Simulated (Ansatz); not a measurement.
We consider cubic perovskite CsPbI3 (cubic high-temperature phase), described by G0W0@PBEsol (plane waves, hard PAW, contour deformation; Ansatz, a first-principles code).

The same calculation (at the measured cell, 49.748 Å³/atom) with different numerical settings; throughout: k mesh 2×2×2:

```csv
run,response cutoff (eV),empty bands,quasiparticle gap on the mesh (eV),quasiparticle gap at Γ (eV),rough time
1,70,608,1.864,4.921,3 core-min
2,105,1116,1.957,5.045,10 core-min
3,140,1719,2.006,5.082,20 core-min
4,175,2402,2.036,5.101,60 core-min
5,210,3158,___,___,2 core-h
```

Problem. Complete the blanks.

Solution. 
- 5, quasiparticle gap on the mesh (eV): 2.052
- 5, quasiparticle gap at Γ (eV): 5.110

In the column quasiparticle gap at Γ (eV) the first row differs from the last by -0.189 and the next to last by -0.009.

The last row is no converged limit: other settings stay fixed.

Spin–orbit coupling is not included.

Note: filled d or f shells below the valence bands can shift G0W0 gaps through exchange with them, which wasn't tested here.
